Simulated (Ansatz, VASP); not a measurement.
This is a calculation of MgS (Niningerite) for Ansatz 0.2.0. 

The input input.yaml:

```yaml
crystal:
  lattice:
    - [0.0, 2.60165, 2.60165]
    - [2.60165, 0.0, 2.60165]
    - [2.60165, 2.60165, 0.0]
  atoms:
    - { symbol: S, position: [0.5, 0.5, 0.5] }
    - { symbol: Mg, position: [0.0, 0.0, 0.0] }
hamiltonian:
  xc: pbe
  pseudopotentials: { kind: paw }
  dispersion: d3bj
kpoints:
  mp_grid: { grid: [9, 9, 9] }
scf:
  occupations: { method: fermi_dirac, width: 0.05 }
output:
  forces: true
  stress: true
  eigenvalues: true
relax:
  f_tol: 0.01
  max_steps: 40
  cell: { stress_tol: 0.05 }
```

Potentials or basis: Ansatz PAW.

Command:

```bash
$ ansatz run input.yaml --threads 2 --pin off --max-ram 5632MiB --backend cpu --events-out ev --progress --plain --runs-dir out
```

**Question.** Translate it to VASP 6.6.1. Potentials or basis there: PBE PAW files Mg, S, 600 eV.

**Answer.** As run (cutoffs and basis follow the program's own potentials, and thresholds, step limits or extra output files can differ):

File INCAR:

```
SYSTEM = MgS
  ALGO = Normal
  EDIFF = 1E-6
  EDIFFG = -0.01
  ENCUT = 600
  GGA = PE
  IBRION = 2
  ISIF = 3
  ISMEAR = -1
  IVDW = 12
  LASPH = .True.
  LCHARG = .False.
  LREAL = .False.
  LWAVE = .False.
  NELM = 100
  NSW = 40
  PREC = Accurate
  SIGMA = 0.05
```

The input KPOINTS:

```
k-points
0
Gamma
  9 9 9
  0 0 0
```

File POSCAR:

```
MgS
1.0
    0.0000000000      2.6016500000      2.6016500000
    2.6016500000      0.0000000000      2.6016500000
    2.6016500000      2.6016500000      0.0000000000
S Mg
1 1
Direct
    0.5000000000      0.5000000000      0.5000000000
    0.0000000000      0.0000000000      0.0000000000
```

Potentials or basis: VASP PAW PBE potentials, release 64 (S, Mg).

Launch:

```bash
$ cat potpaw_PBE.64/S/POTCAR potpaw_PBE.64/Mg/POTCAR > POTCAR
$ mpirun -np 1 vasp_std > vasp.out
```

Both were run:

|  | Ansatz | VASP |
| --- | --- | --- |
| Relaxed volume | 17.12 Å³/atom | 17.07 Å³/atom |
| Relaxed cell | a = 3.645 Å, b = 3.645 Å, c = 3.645 Å, α = 60.00°, β = 60.00°, γ = 60.00° | a = 3.641 Å, b = 3.641 Å, c = 3.641 Å, α = 60.00°, β = 60.00°, γ = 60.00° |
| Space group after relaxing | Fm-3m (No. 225) | Fm-3m (No. 225) |
| Pressure after relaxing | 0.0 GPa | 0.0 GPa |

Ansatz's pressure holds a Pulay term of +0.00 GPa for its cutoff of 420 eV, which the other run lacks.

The potentials hold 16 and 8 valence electrons a cell.

Where Ansatz's input types no cutoff or centring, it takes its own default and a Γ-centred mesh.

Pressure is positive in compression.
